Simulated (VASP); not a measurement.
# BaTiO3 (P4mm) in VASP: notebook

Aim: see how the results for BaTiO3 move with the level of theory and the settings. Levels: PBE, PBE+D3, PBE+D3(BJ). Tasks: single point, relaxation of cell and atoms.

Program: VASP 6.6.1. These are calculated values, not measurements. Logs are shortened: lines on timing, memory, paths and dates and some standing lists are left out, and cuts for length are marked.

### 1 The structure

The structure is tetragonal, space group P4mm (No. 99). Conventional cell: a = 4.000 Å, b = 4.000 Å, c = 4.018 Å, α = 90.00°, β = 90.00°, γ = 90.00°. Ba (site symmetry 4mm) is surrounded by 12 O at 2.79 to 2.88 Å. Ti (site symmetry 4mm) is surrounded by 6 O at 1.89 to 2.13 Å. Around O (site symmetry 2mm) lie 2 Ti at 2.00 Å. O (site symmetry 4mm) is surrounded by 2 Ti at 1.89 to 2.13 Å.

### 2 Single point, PBE

Contents of INCAR:

```
SYSTEM = BaTiO3
PREC = Accurate
ENCUT = 520
EDIFF = 1E-6
ISMEAR = 0
SIGMA = 0.014
LREAL = .False.
LASPH = .True.
NELM = 80
ALGO = Fast
ISIF = 2
LWAVE = .False.
LCHARG = .True.
GGA = PE
LELF = .True.
LVHAR = .True.
NBANDS = 28
```

Contents of KPOINTS:

```
regular mesh
0
Gamma
  7 7 7
  0 0 0
```

Contents of POSCAR:

```
BaTiO3
1.0
    3.9998000000      0.0000000000      0.0000000000
    0.0000000000      3.9998000000      0.0000000000
    0.0000000000      0.0000000000      4.0180000000
Ba Ti O
1 1 3
Direct
    0.0000000000      0.0000000000      0.0000000000
    0.5000000000      0.5000000000      0.4900000000
    0.0000000000      0.5000000000      0.5170000000
    0.5000000000      0.0000000000      0.5170000000
    0.5000000000      0.5000000000      0.0190000000
```

Potentials or basis: VASP PAW PBE potentials, release 64 (Ba_sv, Ti_sv, O).

Run with:

```console
cat potpaw_PBE.64/Ba_sv/POTCAR potpaw_PBE.64/Ti_sv/POTCAR potpaw_PBE.64/O/POTCAR > POTCAR
mpirun -np 1 vasp_std > vasp.out
```

OUTCAR:

```text
SYSTEM = BaTiO3
   PREC = Accurate
   ENCUT = 520
   EDIFF = 1E-6
   ISMEAR = 0
   LREAL = .False.
   LASPH = .True.
   NELM = 80
   ISIF = 2
   GGA = PE

 ion  position               nearest neighbor table
   1  0.000  0.000  0.000-   3 2.79   4 2.79   3 2.79   4 2.79   5 2.83   5 2.83   5 2.83   5 2.83
                             4 2.88   3 2.88   4 2.88   3 2.88   2 3.45   2 3.45   2 3.45   2 3.45
   2  0.500  0.500  0.490-   5 1.89   4 2.00   3 2.00   4 2.00   3 2.00   5 2.13   1 3.45   1 3.45
                             1 3.45   1 3.45   1 3.49   1 3.49   1 3.49   1 3.49
   3  0.000  0.500  0.517-   2 2.00   2 2.00   1 2.79   1 2.79   1 2.88   1 2.88
   4  0.500  0.000  0.517-   2 2.00   2 2.00   1 2.79   1 2.79   1 2.88   1 2.88
   5  0.500  0.500  0.019-   2 1.89   2 2.13   1 2.83   1 2.83   1 2.83   1 2.83

  LATTYP: Found a simple tetragonal cell.
 ALAT       =     3.9998000000
 C/A-ratio  =     1.0045502275

  Lattice vectors:

 A1 = (   3.9998000000,   0.0000000000,   0.0000000000)
 A2 = (   0.0000000000,   3.9998000000,   0.0000000000)
 A3 = (   0.0000000000,   0.0000000000,   4.0180000000)

Analysis of symmetry for initial positions (statically):
=====================================================================
 Subroutine PRICEL returns:
 Original cell was already a primitive cell.

 Routine SETGRP: Setting up the symmetry group for a
 simple tetragonal supercell.

 Subroutine GETGRP returns: Found  8 space group operations
 (whereof  8 operations were pure point group operations)
 out of a pool of 16 trial point group operations.

The static configuration has the point symmetry C_4v.

Analysis of symmetry for dynamics (positions and initial velocities):
=====================================================================
 Subroutine PRICEL returns:
 Original cell was already a primitive cell.

 Routine SETGRP: Setting up the symmetry group for a
 simple tetragonal supercell.

 Subroutine GETGRP returns: Found  8 space group operations
 (whereof  8 operations were pure point group operations)
 out of a pool of 16 trial point group operations.

The dynamic configuration has the point symmetry C_4v.

 Subroutine INISYM returns: Found  8 space group operations
 (whereof  8 operations are pure point group operations),
 and found     1 'primitive' translations

----------------------------------------------------------------------------------------

                                     Primitive cell

  volume of cell :      64.2816

  direct lattice vectors                    reciprocal lattice vectors
     3.999800000  0.000000000  0.000000000     0.250012501  0.000000000  0.000000000
     0.000000000  3.999800000  0.000000000     0.000000000  0.250012501  0.000000000
     0.000000000  0.000000000  4.018000000     0.000000000  0.000000000  0.248880040

  length of vectors
     3.999800000  3.999800000  4.018000000     0.250012501  0.250012501  0.248880040

  position of ions in fractional coordinates (direct lattice)
     0.000000000  0.000000000  0.000000000
     0.500000000  0.500000000  0.490000000
     0.000000000  0.500000000  0.517000000
     0.500000000  0.000000000  0.517000000
     0.500000000  0.500000000  0.019000000

  ion indices of the primitive-cell ions
   primitive index   ion index
                 1           1
                 2           2
                 3           3
                 4           4
                 5           5

----------------------------------------------------------------------------------------

 KPOINTS: regular mesh

Automatic generation of k-mesh.
 Grid dimensions read from file:
 generate k-points for:    7    7    7

 Generating k-lattice:

  Cartesian coordinates                     Fractional coordinates (reciprocal lattice)
     0.035716072  0.000000000  0.000000000     0.142857143  0.000000000  0.000000000
     0.000000000  0.035716072  0.000000000     0.000000000  0.142857143  0.000000000
     0.000000000  0.000000000  0.035554291     0.000000000  0.000000000  0.142857143

  Length of vectors
     0.035716072  0.035716072  0.035554291

  Shift w.r.t. Gamma in fractional coordinates (k-lattice)
     0.000000000  0.000000000  0.000000000

 Subroutine IBZKPT returns following result:
 ===========================================

 Found     40 irreducible k-points:

 Following reciprocal coordinates:
            Coordinates               Weight
  0.000000  0.000000  0.000000      1.000000
  0.142857  0.000000  0.000000      4.000000
  0.285714  0.000000  0.000000      4.000000
  0.428571  0.000000  0.000000      4.000000
  0.142857  0.142857  0.000000      4.000000
  0.285714  0.142857  0.000000      8.000000
[... 16 lines left out ...]
  0.285714  0.000000  0.285714      8.000000
  0.428571  0.000000  0.285714      8.000000
 [... further k-points ...]
   k-points           NKPTS =     40   k-points in BZ     NKDIM =     40   number of bands    NBANDS=     28
[... 40 lines left out ...]
  Thomas-Fermi vector in A             =   2.520888
   LORBIT       =      0    0 simple, 1 ext, 2 COOP (PROOUT), +10 PAW based schemes
   GGA     = PE    functional components
   LHFCALC =     F    Hartree Fock is set to
   AEXX    =    0.0000 exact exchange contribution
   IVDW    =     0    specifies the selected vdW correction
   LEPSILON=     F    determine dielectric tensor
   LRPA    =     F    only Hartree local field effects (RPA)
 non-spin polarized calculation
 RMM-DIIS sequential band-by-band and
 Gauss-broadening in eV      SIGMA  =   0.01
  energy-cutoff  :      520.00
  volume of cell :       64.28
 maximum number of plane-waves:      1755
 NGX is ok and might be reduce to    30
   NGX = 15   NGY = 15   NGZ = 15

 number of electron      39.9999977 magnetization

 Free energy of the ion-electron system (eV)
  ---------------------------------------------------
  ext. energy  EPLUGINS =         0.00000000
  ---------------------------------------------------
  free energy    TOTEN  =       -39.98223720 eV

  energy without entropy =      -39.98223720  energy(sigma->0) =      -39.98223720

 E-fermi :   3.8327     XC(G=0): -11.2422

 val. band max:        3.7521228805   @ k =   0.4286   0.4286   0.4286
 cond. band min:       5.6186956613   @ k =   0.0000   0.0000   0.0000
 fundamental gap:      1.8665727808
 Fermi energy:         3.8326686209

 k-point     1 :       0.0000    0.0000    0.0000
  band No.  band energies     occupation
      1     -52.7545      2.00000
      2     -28.9955      2.00000
      3     -28.9656      2.00000
      4     -28.9656      2.00000
      5     -21.0129      2.00000
      6     -13.0749      2.00000
[... 20 lines left out ...]
     27       8.8948      0.00000
     28      11.1484      0.00000

 k-point     2 :       0.1429    0.0000    0.0000
  band No.  band energies     occupation
      1     -52.7543      2.00000
      2     -28.9952      2.00000
      3     -28.9755      2.00000
      4     -28.9652      2.00000
      5     -20.9909      2.00000
      6     -13.0912      2.00000
[... 20 lines left out ...]
     27       9.2748      0.00000
     28      11.6399      0.00000

 k-point     3 :       0.2857    0.0000    0.0000
  band No.  band energies     occupation
      1     -52.7539      2.00000
      2     -28.9979      2.00000
      3     -28.9942      2.00000
      4     -28.9644      2.00000
      5     -20.9405      2.00000
      6     -13.1854      2.00000
[... 20 lines left out ...]
     27      12.2027      0.00000
     28      12.8743      0.00000

 k-point     4 :       0.4286    0.0000    0.0000
  band No.  band energies     occupation
      1     -52.7535      2.00000
      2     -29.0155      2.00000
      3     -28.9936      2.00000
      4     -28.9637      2.00000
      5     -20.8993      2.00000
      6     -13.2937      2.00000
[... 578 lines left out ...]
     27      12.5300      0.00000
     28      12.6339      0.00000

 k-point    23 :       0.2857    0.0000    0.2857
  band No.  band energies     occupation
      1     -52.7533      2.00000
      2     -29.0247      2.00000
      3     -28.9961      2.00000
      4     -28.9632      2.00000
      5     -20.8860      2.00000
      6     -12.9989      2.00000
[... 20 lines left out ...]
     27      12.3701      0.00000
     28      13.0155      0.00000

 k-point    24 :       0.4286    0.0000    0.2857
  band No.  band energies     occupation
      1     -52.7529      2.00000
      2     -29.0237      2.00000
      3     -29.0135      2.00000
      4     -28.9625      2.00000
      5     -20.8536      2.00000
      6     -12.9784      2.00000
[... 20 lines left out ...]
     27      12.7064      0.00000
     28      13.3241      0.00000

 [... further k-points ...]

------------------------ aborting loop because EDIFF is reached ----------------------------------------

  FORCE on cell =-STRESS in cart. coord.  units (eV):
  Direction    XX          YY          ZZ          XY          YZ          ZX
  --------------------------------------------------------------------------------------
  -------------------------------------------------------------------------------------
  Total        1.5614554      1.5614554      1.9363955      0.0000000      0.0000000      0.0000000
  in kB       38.9182844     38.9182844     48.2634279      0.0000000      0.0000000      0.0000000
  external PRESSURE =      42.0333323 kB  Pullay stress =       0.0000000 kB

 VOLUME and BASIS-vectors are now :
 -----------------------------------------------------------------------------
  energy-cutoff  :      520.00
  volume of cell :       64.28
      direct lattice vectors                 reciprocal lattice vectors
     3.999800000  0.000000000  0.000000000     0.250012501  0.000000000  0.000000000
     0.000000000  3.999800000  0.000000000     0.000000000  0.250012501  0.000000000
     0.000000000  0.000000000  4.018000000     0.000000000  0.000000000  0.248880040

 POSITION                                       TOTAL-FORCE (eV/Angst)
 -----------------------------------------------------------------------------------
      0.00000      0.00000      0.00000         0.000000      0.000000      0.075430
      1.99990      1.99990      1.96882         0.000000     -0.000000     -0.113899
      0.00000      1.99990      2.07731        -0.000000      0.000000     -0.117262
      1.99990      0.00000      2.07731         0.000000      0.000000     -0.117262
      1.99990      1.99990      0.07634         0.000000      0.000000      0.272993
 -----------------------------------------------------------------------------------
    total drift:                                0.000000      0.000000     -0.001864

  FREE ENERGIE OF THE ION-ELECTRON SYSTEM (eV)
  ---------------------------------------------------
  free  energy   TOTEN  =       -39.9822372044 eV

  energy  without entropy=      -39.9822372044  energy(sigma->0) =      -39.98223720
```

It took 1.9 min on 1 thread of AMD EPYC 9R45 (Zen 5), shared host; peak memory 0.18 GiB.

What came out:

```
Free energy            : -39.9822 eV
Pressure               : 4.2 GPa
Largest force          : 0.273 eV/Å
Band gap on the k mesh : 1.87 eV, indirect (least direct gap 2.06 eV)
```

Forces on the atoms (eV/Å):
```
Ba   0.000  0.000  0.075
Ti   0.000  0.000 -0.114
O    0.000  0.000 -0.117
O    0.000  0.000 -0.117
O    0.000  0.000  0.273
```

Caveat: spin-orbit coupling is left out, which moves the levels of the heavy elements; an odd mesh through Γ misses points on the zone boundary, where band edges often lie.

### 3 Relaxation of cell and atoms, PBE+D3

Contents of INCAR:

```
PREC = Accurate
ENCUT = 600
EDIFF = 1E-7
ISMEAR = -1
SIGMA = 0.05
LREAL = F
LASPH = T
NELM = 80
ALGO = Fast
ISIF = 3
LWAVE = F
LCHARG = F
GGA = PE
IVDW = 11
IBRION = 2
NSW = 60
EDIFFG = -0.02
```

Contents of KPOINTS:

```
Automatic mesh
0
Gamma
  7 7 7
```

POSCAR is that of step 2.

Potentials or basis: VASP PAW PBE potentials, release 64 (Ba_sv, Ti_sv, O).

Run with:

```console
cat potpaw_PBE.64/Ba_sv/POTCAR potpaw_PBE.64/Ti_sv/POTCAR potpaw_PBE.64/O/POTCAR > POTCAR
mpirun -np 1 vasp_std > vasp.out
```

It took 11 min on 1 thread of AMD EPYC 9R45 (Zen 5), shared host; peak memory 0.23 GiB.

Results (log left out):

```
Free energy                            : -40.8865 eV
Relaxed volume                         : 13.16 Å³/atom
Relaxed cell                           : a = 3.989 Å, b = 3.989 Å, c = 4.136 Å, α = 90.00°, β = 90.00°, γ = 90.00°
Space group after relaxing (to 0.05 Å) : P4mm (No. 99)
Energy gained by relaxing              : 4.6 meV/atom
Ionic steps                            : 14
Pressure after relaxing                : 0.0 GPa
Largest force after relaxing           : 0.012 eV/Å
Band gap on the k mesh                 : 1.89 eV, indirect (least direct gap 2.28 eV)
Dispersion energy per atom             : -0.170 eV
```

Forces on the atoms (eV/Å):
```
Ba   0.000  0.000 -0.003
Ti   0.000  0.000  0.003
O    0.000  0.000 -0.006
O    0.000  0.000 -0.006
O    0.000  0.000  0.012
```

The path:
```csv
step,energy change (eV),largest force (eV/Å),pressure (GPa),volume (Å³)
1,0.0000,0.2773,1.66,64.28
2,-0.0078,0.2691,-1.24,65.53
3,-0.0081,0.2705,-0.78,65.32
4,-0.0148,0.1407,-0.23,65.32
5,-0.0162,0.0984,0.20,65.31
6,-0.0193,0.0841,0.09,65.48
7,-0.0208,0.1088,0.02,65.66
8,-0.0208,0.1166,0.01,65.71
9,-0.0221,0.0829,0.04,65.77
10,-0.0224,0.0872,0.07,65.82
11,-0.0226,0.0701,-0.30,65.94
12,-0.0228,0.0307,-0.16,65.89
13,-0.0228,0.0127,0.23,65.74
14,-0.0228,0.0119,0.04,65.82
```

Final structure:
```cif
data_structure
_symmetry_space_group_name_H-M 'P 1'
_symmetry_Int_Tables_number 1
_cell_length_a 3.9893
_cell_length_b 3.9893
_cell_length_c 4.1357
_cell_angle_alpha 90.000
_cell_angle_beta 90.000
_cell_angle_gamma 90.000
_cell_volume 65.82
loop_
_atom_site_label
_atom_site_type_symbol
_atom_site_fract_x
_atom_site_fract_y
_atom_site_fract_z
_atom_site_occupancy
Ba1 Ba 0.00000 0.00000 0.99557 1
Ti1 Ti 0.50000 0.50000 0.47698 1
O1 O 0.00000 0.50000 0.51816 1
O2 O 0.50000 0.00000 0.51816 1
O3 O 0.50000 0.50000 0.03412 1
```

Levels at points of the mesh, in eV from the valence-band top:
```tsv
k point	band 18	band 19	band 20	band 21	band 22	band 23
(0.00, 0.00, 0.00)	-0.61	-0.39	-0.39	1.89	2.39	2.39
```

Caveat: spin-orbit coupling is left out, which moves the levels of the heavy elements; an odd mesh through Γ misses points on the zone boundary, where band edges often lie. Expect the measured gap to be larger: semilocal functionals such as PBE lack the derivative discontinuity.

### 4 Relaxation of cell and atoms, PBE+D3(BJ)

Contents of INCAR:

```
  PREC = Accurate
  ENCUT = 600
  EDIFF = 1E-7
  ISMEAR = -1
  SIGMA = 0.05
  LREAL = F
  LASPH = T
  NELM = 80
  ALGO = Fast
  ISIF = 3
  LWAVE = F
  LCHARG = F
  GGA = PE
  IVDW = 12
  IBRION = 2
  NSW = 40
  EDIFFG = -0.02
```

Contents of KPOINTS:

```
regular mesh
0
Gamma
  7 7 7
```

POSCAR is that of step 3.

Run with:

```console
cat potpaw_PBE.64/Ba_sv/POTCAR potpaw_PBE.64/Ti_sv/POTCAR potpaw_PBE.64/O/POTCAR > POTCAR
mpirun -np 1 vasp_std > vasp.out
```

Wall time 14 min (1 thread of AMD EPYC 9R45 (Zen 5), shared host); peak memory 0.23 GiB.

Results (log left out):

```
Free energy                            : -41.3260 eV
Relaxed volume                         : 13.06 Å³/atom
Relaxed cell                           : a = 3.984 Å, b = 3.984 Å, c = 4.114 Å, α = 90.00°, β = 90.00°, γ = 90.00°
Space group after relaxing (to 0.05 Å) : P4mm (No. 99)
Energy gained by relaxing              : 3.1 meV/atom
Ionic steps                            : 17
Pressure after relaxing                : 0.0 GPa
Largest force after relaxing           : 0.012 eV/Å
Band gap on the k mesh                 : 1.90 eV, indirect (least direct gap 2.26 eV)
Dispersion energy per atom             : -0.260 eV
```

Forces on the atoms (eV/Å):
```
Ba   0.000  0.000  0.003
Ti   0.000  0.000 -0.012
O    0.000  0.000 -0.001
O    0.000  0.000 -0.001
O    0.000  0.000  0.011
```

Stress tensor (GPa, compression positive):
```
 0.04  0.00  0.00
 0.00  0.04  0.00
 0.00  0.00 -0.07
```

Step by step:
```tsv
step	energy change (eV)	largest force (eV/Å)	pressure (GPa)	volume (Å³)
1	0.0000	0.2777	0.67	64.28
2	-0.0063	0.1896	-0.33	64.78
3	-0.0076	0.1749	-0.99	65.14
4	-0.0110	0.0903	0.03	64.90
5	-0.0111	0.0925	0.24	64.85
6	-0.0127	0.0743	0.23	64.92
7	-0.0139	0.0798	0.23	64.99
8	-0.0138	0.1117	0.26	65.14
9	-0.0143	0.0950	0.24	65.06
10	0.1793	0.0641	0.80	65.30
11	-0.0113	0.1166	-1.36	66.03
12	-0.0148	0.0452	-0.65	65.58
13	-0.0150	0.0525	-0.49	65.48
14	-0.0151	0.0609	-0.34	65.39
15	-0.0154	0.0680	0.12	65.28
16	-0.0155	0.0544	0.01	65.31
17	-0.0156	0.0119	0.00	65.29
```

Final structure:
```
CELL_PARAMETERS angstrom
3.98400 0.00000 0.00000
0.00000 3.98400 0.00000
0.00000 0.00000 4.11355
ATOMIC_POSITIONS crystal
Ba 0.00000 0.00000 0.99669
Ti 0.50000 0.50000 0.47885
O 0.00000 0.50000 0.51762
O 0.50000 0.00000 0.51762
O 0.50000 0.50000 0.03222
```

Levels at points of the mesh, in eV from the valence-band top:
```tsv
k point	band 18	band 19	band 20	band 21	band 22	band 23
(0.00, 0.00, 0.00)	-0.55	-0.37	-0.37	1.90	2.35	2.35
```

Caveat: spin-orbit coupling is left out, which moves the levels of the heavy elements; an odd mesh through Γ misses points on the zone boundary, where band edges often lie.

### 5 Overview

| task | level | cell | cutoff (eV) | smearing | gap on the mesh (eV) | pressure (GPa) | relaxed volume (Å³/atom) | largest force (eV/Å) |
| --- | --- | --- | --- | --- | --- | --- | --- | --- |
| single point | PBE | as given | 520 | gaussian 0.014 eV | 1.87 | 4.2 | - | 0.27 |
| relaxation of cell and atoms | PBE+D3 | relaxed | 600 | fermi-dirac 0.05 eV | 1.89 | 0.0 | 13.16 | 0.01 |
| relaxation of cell and atoms | PBE+D3(BJ) | relaxed | 600 | fermi-dirac 0.05 eV | 1.90 | 0.0 | 13.06 | 0.01 |

Alike in all rows: potentials or basis VASP PAW PBE potentials, release 64 (Ba_sv, Ti_sv, O); no spin polarisation; k mesh 7 × 7 × 7.

Caveats: spin-orbit coupling is left out, which moves the levels of the heavy elements; an odd mesh through Γ misses points on the zone boundary, where band edges often lie.

Absolute energies hang on the potentials; compare differences alone.
